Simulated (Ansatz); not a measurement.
## Moments of MnS against volume

Computed with DFT PBE, scalar-relativistic, plane waves, PAW in Ansatz.

```yaml
crystal:
  lattice:
    - [3.60793, 0.00000, 0.00000]
    - [-1.80396, 3.12456, 0.00000]
    - [0.00000, 0.00000, 5.75372]
  atoms:
    - { symbol: Mn, position: [0.00000, 0.00000, 0.00000] }
    - { symbol: Mn, position: [0.00000, 0.00000, 0.50000] }
    - { symbol: S, position: [0.33333, 0.66667, 0.25000] }
    - { symbol: S, position: [0.66667, 0.33333, 0.75000] }
```

The plane-wave cutoff is 420 eV, the Γ-centred k-mesh is 12×12×8 and the occupation rule is Gaussian smearing, 0.1 eV. The list of starting moments (μB, in atom order) is 4.5 4.5 0 0 and the check for lower electronic states after the SCF is off.

The cell is scaled evenly at fixed fractional positions, V₀ being the volume of the cell shown; start: ferromagnetic. The states are those that the runs reached from these starts; a lower one can exist. Energies are extrapolated to zero smearing.

Site moments are spin moments in atom-centred spheres that scale with the neighbour distance.

```
 V/V₀  E above lowest (meV/atom) P (GPa) cell moment (μB) site moments (μB)
0.800                       74.3      5.8              4.65                Mn +2.19 (×2)
0.860                       36.5      4.2              6.16                Mn +2.86 (×2)
0.920                       14.9      3.0              7.30  Mn +3.34 (×2), S +0.06 (×2)
0.960                        4.6      1.9              7.91  Mn +3.58 (×2), S +0.08 (×2)
1.000                        0.0      0.0              8.30  Mn +3.75 (×2), S +0.09 (×2)
1.040                        3.4     -1.8              8.62  Mn +3.90 (×2), S +0.10 (×2)
1.100                       23.4     -4.3              9.00  Mn +4.06 (×2), S +0.12 (×2)
1.180                       65.0     -6.1              9.56  Mn +4.29 (×2), S +0.16 (×2)
```

This form isn't the usual stable structure of the compound.

Cost: 8 runs of about 3.7 core-minutes in all, on Arm Neoverse V2 (shared hosts).